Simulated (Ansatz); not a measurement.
## TiO₂: an elastic constant from a strain scan

These are results of DFT r2SCAN, scalar-relativistic, plane waves, PAW (Ansatz), not measurements. Settings: plane waves to 500 eV, k-mesh 6×6×10 (Γ-centred), Gaussian smearing 0.05 eV. No spin polarisation. Energies are free energies at this smearing, counted from the undisturbed cell; pressure is positive in compression.

Reference structure (relaxed at this level):

```
Ti O
1.0
     4.59675    0.00000    0.00000
     0.00000    4.59675    0.00000
     0.00000    0.00000    2.95367
Ti O
2 4
Direct
  0.00000 0.00000 0.00000
  0.50000 0.50000 0.50000
  0.30461 0.30461 0.00000
  0.19539 0.80461 0.50000
  0.69539 0.69539 0.00000
  0.80461 0.19539 0.50000
```

The cell is strained by ε times the Voigt pattern (0, 0, 0, 1, 0, 0) (xx, yy, zz, yz, xz, xy; engineering shear) with fractional coordinates fixed. The cell holds 6 atoms in V0 = 62.41 Å³. The stress column is τ = (1/V0) dE/dε, got from the stress tensor σ (compression positive) at each point as −det(1 + εP) σ : P(1 + εP)⁻¹, with P the pattern as a tensor.

| ε | ΔE (meV/atom) | τ (GPa) |
| --- | --- | --- |
| -0.0875 | 37.758 | -13.371 |
| -0.0750 | 27.698 | -11.426 |
| -0.0625 | 19.209 | -9.497 |
| -0.0500 | 12.279 | -7.581 |
| -0.0250 | 3.065 | -3.780 |
| 0.0000 | 0.000 | 0.000 |
| 0.0250 | 3.065 | 3.780 |
| 0.0500 | 12.279 | 7.581 |
| 0.0625 | 19.209 | 9.497 |
| 0.0750 | 27.698 | 11.426 |
| 0.0875 | 37.758 | 13.371 |
| 0.1000 | ? | ? |

Question: Which combination of elastic constants does this scan measure, and how large is it?

Answer: For small ε, τ = τ0 + Kε with K = pᵀCp, which for this pattern is C44 in the Cartesian frame shown. The parabola through τ at ε = -0.0250, 0 and 0.0250 has slope K = 151 GPa at zero. The energies per cell, E = NΔE, of the same two points give K = 2[E(ε₊)/ε₊ − E(ε₋)/ε₋]/[(ε₊ − ε₋)V0] = 151 GPa, in agreement. These are clamped-ion values.

Question: Predict the withheld row at ε = 0.1000 from the harmonic law, and compare.

Answer: ΔE = V0(τ0 ε + Kε²/2)/N = 49.079 meV/atom and τ = 15.12 GPa. The calculation gives 49.405 meV/atom and 15.34 GPa, a miss of 0.7 % of the harmonic energy, so the harmonic law still holds here.

Forces appear on the atoms along this scan, and letting them relax would lower the energy and soften the response.

Cost: 7 runs of about 6.6 core-minutes in all, on Intel Xeon Processor @ 2.50GHz (Skylake/Cascade Lake) (shared hosts).